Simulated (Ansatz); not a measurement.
## SrTiO3: one atom moved along a line

Computed with DFT PBEsol, scalar-relativistic, plane waves, PAW (Ansatz). Cutoff 420 eV, Γ-centred 8×8×8 k-points, Gaussian smearing of 0.05 eV. No spin polarisation. Energies are free energies at this smearing, counted from the undisturbed cell; pressure is positive in compression.

Zero of the scan (relaxed at this level; it needn't be the usual structure):

```
CELL_PARAMETERS angstrom
3.89112 0.00000 0.00000
0.00000 3.89112 0.00000
0.00000 0.00000 3.89112
ATOMIC_POSITIONS crystal
Sr 0.00000 0.00000 0.00000
Ti 0.50000 0.50000 0.50000
O 0.00000 0.50000 0.50000
O 0.50000 0.00000 0.50000
O 0.50000 0.50000 0.00000
```

Atom 1 (Sr) is moved by x along the Cartesian unit vector (0.000, -0.707, -0.707); the cell and all other atoms stay fixed.

```tsv
x (Å)	ΔE (meV/cell)
-0.4500	471.5
-0.1500	41.1
0.0000	0.0
0.0750	10.0
0.2250	96.2
0.3000	180.9
0.3750	302.5
```

Problem. Predict the force along x on the moved atoms (eV/Å) at each point.

Solution.
| x (Å) | force along x on the moved atoms (eV/Å) |
| --- | --- |
| -0.4500 | 2.62 |
| -0.1500 | 0.57 |
| 0.0000 | 0.00 |
| 0.0750 | -0.27 |
| 0.2250 | -0.92 |
| 0.3000 | -1.36 |
| 0.3750 | -1.91 |

Symmetry holds off the tilts and polar distortions that many cubic perovskites undergo.

Cost: 7 runs of about 1.7 core-minutes in all, on Arm Neoverse V1 (shared hosts).